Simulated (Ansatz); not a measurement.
Method: Ansatz 0.2.0, DFT PBE, scalar-relativistic, plane waves, PAW. All cells share a 420 eV cutoff and Γ-centred k meshes spaced about 0.3 Å⁻¹ or finer (0.25 for metals, 2π included). No spin polarisation.

Relaxed forms of KF:

Cell 1.

```
CELL_PARAMETERS angstrom
-1.87139 1.87139 8.35455
1.87139 -1.87139 8.35455
1.87139 1.87139 -8.35455
ATOMIC_POSITIONS crystal
K 0.16842 0.16842 0.00000
K 0.83158 0.83158 0.00000
F 0.32885 0.32885 0.00000
F 0.67115 0.67115 0.00000
```

Cell 2.

```
CELL_PARAMETERS angstrom
3.78278 0.00000 0.00000
-1.89139 3.27598 0.00000
0.00000 0.00000 12.85683
ATOMIC_POSITIONS crystal
K 0.33333 0.66667 0.25000
K 0.66667 0.33333 0.75000
K 0.00000 0.00000 0.00000
K 0.00000 0.00000 0.50000
F 0.33333 0.66667 0.62327
F 0.66667 0.33333 0.12327
F 0.33333 0.66667 0.87673
F 0.66667 0.33333 0.37673
```

Cell 3.

```
CELL_PARAMETERS angstrom
0.00000 2.97585 2.97585
2.97585 0.00000 2.97585
2.97585 2.97585 0.00000
ATOMIC_POSITIONS crystal
K 0.00000 0.00000 0.00000
F 0.25000 0.25000 0.25000
```

Cell 4.

```
CELL_PARAMETERS angstrom
0.00000 2.71004 2.71004
2.71004 0.00000 2.71004
2.71004 2.71004 0.00000
ATOMIC_POSITIONS crystal
K 0.00000 0.00000 0.00000
F 0.50000 0.50000 0.50000
```

Question: Order them by Kohn–Sham gap, widest first, and say which is lowest in energy.

Answer: Gaps on the mesh: 5.96 eV for cell 4, 5.74 eV for cell 2, 5.06 eV for cell 3, 4.67 eV for cell 1. Lowest in energy is cell 4; cell 2 lies 18 meV/atom higher, cell 1 lies 76 meV/atom higher and cell 3 lies 85 meV/atom higher. The lowest form also has the widest gap. Counting F atoms around K (those within 1.25 times the shortest such distance or 1.15 times the sum of covalent radii): cell 1 (I4/mmm, 29.3 Å³/atom) has K 5; cell 2 (P6_3/mmc, 19.9 Å³/atom) has K 6; cell 3 (zinc blende type, F-43m, 26.4 Å³/atom) has K 4; cell 4 (rock salt type, Fm-3m, 19.9 Å³/atom) has K 6.

Gaps are read on each cell's k mesh and can be smaller between its points; Kohn–Sham gaps at this level usually fall short of measured ones. With atoms moved at random, cell 2 and cell 4 came back. Cell 1 and cell 3 had no clear such test and can be saddle points. Some types were kept out of the candidates beforehand, so the set may lack a known form.
